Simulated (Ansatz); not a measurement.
**HfN: computed properties**

These are results of DFT PBE, scalar-relativistic, plane waves, PAW (Ansatz), not measurements.

Settings: cutoff 420 eV, Γ-centred mesh 18×18×8 on the computed 4-atom cell, Gaussian smearing of 0.10 eV; no spin polarisation.

The structure is relaxed at this level of theory with its symmetry kept, and needn't be the ground state of this composition.

```
Hf N
1.0
     3.15916    0.00000    0.00000
    -1.57958    2.73591    0.00000
     0.00000    0.00000    5.45128
Hf N
2 2
Direct
  0.66667 0.33333 0.75000
  0.33333 0.66667 0.25000
  0.00000 0.00000 0.00000
  0.00000 0.00000 0.50000
```

- Space group: P6_3/mmc (No. 194)
- Volume per atom: 11.78 Å³
- Formation energy from the elements' standard states (uncorrected): -1.635 eV/atom
- Kohn–Sham band gap: none (metal)
- Density of states at the Fermi level: 1.0 states/eV per cell
- Orbital (Löwdin) character within 0.5 eV of the Fermi level: Hf 5d 77 %, N 2p 17 %
- Bader charge by site (e): Hf (2 in the cell) 1.85, N (2 in the cell) -1.85

Spin-orbit coupling is left out, which matters for the bands of heavy elements.

Another cell of HfN relaxed alike, in Fm-3m, lies 21 meV/atom lower, so this cell isn't the stable form at this level.

It was relaxed from a Materials Project cell. Löwdin shares on free-atom orbitals overweight diffuse shells.
